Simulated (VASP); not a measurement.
# Si (P-4c2) in VASP: single point with PBE

Aim: the single point of Si with PBE.

Everything below comes from runs of VASP 6.6.1. Logs are shortened: lines on timing, memory, paths and dates and some standing lists are left out, and cuts for length are marked.

## Step 1: The crystal as given

It takes space group P-4c2 (No. 116, tetragonal). Conventional cell: a = 3.965 Å, b = 3.965 Å, c = 9.514 Å, α = 90.00°, β = 90.00°, γ = 90.00°. Around Si (site symmetry -4) lie 4 Si at 2.17 Å. Si (site symmetry 1) is surrounded by 4 Si at 2.17 to 2.31 Å.

The cell was built by a generator and needn't be a form met in nature.

## Step 2: Single point, PBE

File INCAR:

```
SYSTEM = Si
PREC = Accurate ; ENCUT = 520
EDIFF = 1E-7 ; ISMEAR = 0
SIGMA = 0.1 ; LREAL = .FALSE.
LASPH = .TRUE. ; NELM = 100
ALGO = Fast ; ISIF = 2
LWAVE = .FALSE. ; LCHARG = .FALSE.
GGA = PE ; NBANDS = 31
```

File KPOINTS:

```
regular mesh
0
G
  4 4 2
  0 0 0
```

File POSCAR:

```
Si
1.0
    3.9648979900      0.0000000000      0.0000000000
    0.0000000000      3.9648979900      0.0000000000
    0.0000000000      0.0000000000      9.5138290500
Si
10
Direct
    0.5000000000      0.5000000000      0.0000000000
    0.5000000000      0.5000000000      0.5000000000
    0.1422427900      0.7453324800      0.6397836100
    0.8577572100      0.2546675200      0.6397836100
    0.7453324800      0.8577572100      0.3602163900
    0.2546675200      0.1422427900      0.3602163900
    0.1422427900      0.2546675200      0.1397836100
    0.8577572100      0.7453324800      0.1397836100
    0.7453324800      0.1422427900      0.8602163900
    0.2546675200      0.8577572100      0.8602163900
```

Potentials or basis: VASP PAW PBE potentials, release 64 (Si).

On the command line:

```sh
cat potpaw_PBE.64/Si/POTCAR > POTCAR
mpirun -np 1 vasp_std > vasp.out
```

OUTCAR:

```text
SYSTEM = Si
   PREC = Accurate
   ENCUT = 520
   EDIFF = 1E-7
   ISMEAR = 0
   LREAL = .FALSE.
   LASPH = .TRUE.
   NELM = 100
   ISIF = 2
   GGA = PE

 ion  position               nearest neighbor table
   1  0.500  0.500  0.000-   7 2.17   8 2.17   9 2.17  10 2.17   7 3.03   9 3.03  10 3.03   8 3.03

   2  0.500  0.500  0.500-   3 2.17   4 2.17   5 2.17   6 2.17   3 3.03   6 3.03   5 3.03   4 3.03

   3  0.142  0.745  0.640-   2 2.17  10 2.19   4 2.25   4 2.31   2 3.03   9 3.06   6 3.12   5 3.12
[... 11 lines left out ...]
   9  0.745  0.142  0.860-   1 2.17   4 2.19  10 2.25  10 2.31   1 3.03   3 3.06   7 3.12   8 3.12

  10  0.255  0.858  0.860-   1 2.17   3 2.19   9 2.25   9 2.31   1 3.03   4 3.06   7 3.12   8 3.12

  LATTYP: Found a simple tetragonal cell.
 ALAT       =     3.9648979900
 C/A-ratio  =     2.3995142054

  Lattice vectors:

 A1 = (   3.9648979900,   0.0000000000,   0.0000000000)
 A2 = (   0.0000000000,   3.9648979900,   0.0000000000)
 A3 = (   0.0000000000,   0.0000000000,   9.5138290500)

Analysis of symmetry for initial positions (statically):
=====================================================================
 Subroutine PRICEL returns:
 Original cell was already a primitive cell.

 Routine SETGRP: Setting up the symmetry group for a
 simple tetragonal supercell.

 Subroutine GETGRP returns: Found  8 space group operations
 (whereof  4 operations were pure point group operations)
 out of a pool of 16 trial point group operations.

The static configuration has the point symmetry S_4 .
 The point group associated with its full space group is D_2d.

Analysis of symmetry for dynamics (positions and initial velocities):
=====================================================================
 Subroutine PRICEL returns:
 Original cell was already a primitive cell.

 Routine SETGRP: Setting up the symmetry group for a
 simple tetragonal supercell.

 Subroutine GETGRP returns: Found  8 space group operations
 (whereof  4 operations were pure point group operations)
 out of a pool of 16 trial point group operations.

The dynamic configuration has the point symmetry S_4 .
 The point group associated with its full space group is D_2d.

 Subroutine INISYM returns: Found  8 space group operations
 (whereof  4 operations are pure point group operations),
 and found     1 'primitive' translations

----------------------------------------------------------------------------------------

                                     Primitive cell

[... 105 lines left out ...]
   NUPDOWN=      -1.0000    fix difference up-down
   EMIN   =  10.00;   EMAX   =-10.00  energy-range for DOS
   EFERMI =   0.00;   METHOD = LEGACY
   ISMEAR =     0;   SIGMA  =   0.10  broadening in eV -4-tet -1-fermi 0-gaus
   EFERMI_NEDOS =   21; number of points for ismear=-14 and -15
   IALGO  =     68    algorithm
   IMIX   =      4    mixing-type and parameters
     AMIX     =   0.40;   BMIX     =  1.00
     AMIX_MAG =   1.60;   BMIX_MAG =  1.00
  volume/ion in A,a.u.               =      14.96       100.93
  Fermi-wavevector in a.u.,A,eV,Ry     =   1.054763  1.993214 15.136832  1.112526
  Thomas-Fermi vector in A             =   2.189936
   LORBIT       =      0    0 simple, 1 ext, 2 COOP (PROOUT), +10 PAW based schemes
   GGA     = PE    functional components
   LHFCALC =     F    Hartree Fock is set to
   AEXX    =    0.0000 exact exchange contribution
   IVDW    =     0    specifies the selected vdW correction
   LEPSILON=     F    determine dielectric tensor
   LRPA    =     F    only Hartree local field effects (RPA)
 non-spin polarized calculation
 RMM-DIIS sequential band-by-band and
 Gauss-broadening in eV      SIGMA  =   0.10
  energy-cutoff  :      520.00
  volume of cell :      149.56
 maximum number of plane-waves:      4068
 NGX is ok and might be reduce to    30
   NGX = 15   NGY = 15   NGZ = 35

 number of electron      40.0000000 magnetization

 Free energy of the ion-electron system (eV)
  ---------------------------------------------------
  ext. energy  EPLUGINS =         0.00000000
  ---------------------------------------------------
  free energy    TOTEN  =       -47.81426665 eV

  energy without entropy =      -47.80227105  energy(sigma->0) =      -47.80826885

 E-fermi :   8.8131     XC(G=0): -10.7544

 val. band max:        8.7293435436   @ k =   0.5000   0.0000   0.5000
 cond. band min:       8.8896672183   @ k =   0.2500   0.2500   0.5000
 fundamental gap:      0.1603236747
 Fermi energy:         8.8131435643

 k-point     1 :       0.0000    0.0000    0.0000
  band No.  band energies     occupation
      1      -4.9762      2.00000
      2      -3.6502      2.00000
      3      -3.2863      2.00000
      4       0.4453      2.00000
      5       0.8319      2.00000
      6       3.0780      2.00000
[... 397 lines left out ...]
     30      15.7215      0.00000
     31      16.4980      0.00000

------------------------ aborting loop because EDIFF is reached ----------------------------------------

  FORCE on cell =-STRESS in cart. coord.  units (eV):
  Direction    XX          YY          ZZ          XY          YZ          ZX
  --------------------------------------------------------------------------------------
  -------------------------------------------------------------------------------------
  Total       24.6390152     24.6390152     43.5087505      0.0000000      0.0000000      0.0000000
  in kB      263.9456741    263.9456741    466.0878839      0.0000000      0.0000000      0.0000000
  external PRESSURE =     331.3264107 kB  Pullay stress =       0.0000000 kB

 VOLUME and BASIS-vectors are now :
 -----------------------------------------------------------------------------
  energy-cutoff  :      520.00
  volume of cell :      149.56
      direct lattice vectors                 reciprocal lattice vectors
     3.964897990  0.000000000  0.000000000     0.252213298  0.000000000  0.000000000
     0.000000000  3.964897990  0.000000000     0.000000000  0.252213298  0.000000000
     0.000000000  0.000000000  9.513829050     0.000000000  0.000000000  0.105110150

 POSITION                                       TOTAL-FORCE (eV/Angst)
 -----------------------------------------------------------------------------------
      1.98245      1.98245      0.00000         0.000000      0.000000      0.000000
      1.98245      1.98245      4.75691         0.000000      0.000000      0.000000
      0.56398      2.95517      6.08679        -0.247034      0.769503     -0.131526
      3.40092      1.00973      6.08679         0.247034     -0.769503     -0.131526
      2.95517      3.40092      3.42704         0.769503      0.247034      0.131526
      1.00973      0.56398      3.42704        -0.769503     -0.247034      0.131526
      0.56398      1.00973      1.32988        -0.247034     -0.769503     -0.131526
      3.40092      2.95517      1.32988         0.247034      0.769503     -0.131526
      2.95517      0.56398      8.18395         0.769503     -0.247034      0.131526
      1.00973      3.40092      8.18395        -0.769503      0.247034      0.131526
 -----------------------------------------------------------------------------------
    total drift:                                0.000000     -0.000000     -0.000000

  FREE ENERGIE OF THE ION-ELECTRON SYSTEM (eV)
  ---------------------------------------------------
  free  energy   TOTEN  =       -47.8142666513 eV

  energy  without entropy=      -47.8022710518  energy(sigma->0) =      -47.80826885
```

Wall time 41 s (1 thread of Intel Xeon Platinum 8375C at 2.90GHz (Ice Lake), shared host); peak memory 0.23 GiB.

Results:

| Property | Result |
| --- | --- |
| Free energy | -47.8143 eV |
| Pressure | 33.1 GPa |
| Largest force | 0.819 eV/Å |
| Band gap on the k mesh | none (metal or under the smearing width) |

Forces in eV/Å, atoms in the order of the input:
```
Si   0.000  0.000  0.000
Si   0.000  0.000  0.000
Si  -0.247  0.770 -0.132
Si   0.247 -0.770 -0.132
Si   0.770  0.247  0.132
Si  -0.770 -0.247  0.132
Si  -0.247 -0.770 -0.132
Si   0.247  0.770 -0.132
Si   0.770 -0.247  0.132
Si  -0.770  0.247  0.132
```

Caveat: the k mesh is coarse (spacing up to 0.40 Å⁻¹), so the values aren't converged; a pressure of tens of GPa on the cell as given is suspect, and the run, the potentials or the cell itself is likely at fault.
